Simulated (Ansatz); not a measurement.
# Trends among crystals of one structure type (Fm-3m)

All 4 crystals share space group Fm-3m (No. 225) and the same kinds of sites, 3 atoms in the primitive cell. They are database entries and needn't be the stable phases. The set is a selection: crystals with an unstable lattice, a very soft shear in a metal or doubtful stress slopes were left out. Cells are relaxed by PAW under the functional.

Quantity: elastic moduli (Hill averages, relaxed ions; θ_D from sound speeds over directions). Level: PBEsol, all-electron LAPW in Ansatz 0.2.0, scalar-relativistic.

```tsv
crystal	cell (conventional)	k mesh	smearing (eV)
Li₂O	a = 4.580 Å	8×8×8	none
Li₂Se	a = 5.945 Å	6×6×6	none
Na₂S	a = 6.501 Å	6×6×6	none
K₂S	a = 7.336 Å	6×6×6	none
```

**Question.** Rank them by ν, lowest first.
A. Li₂Se
B. K₂S
C. Li₂O
D. Na₂S

**Answer.** C (0.166), A (0.194), D (0.241), B (0.284).

All values:

```csv
crystal,B (GPa),G (GPa),C11 (GPa),C44 (GPa),ν,θ_D (K)
Li₂O,82.7,71.1,209,58.6,0.166,955
Li₂Se,35.1,27.0,68.5,28.5,0.194,384
Na₂S,29.5,18.5,55.6,17.8,0.241,364
K₂S,20.0,10.1,36.1,9.0,0.284,241
```
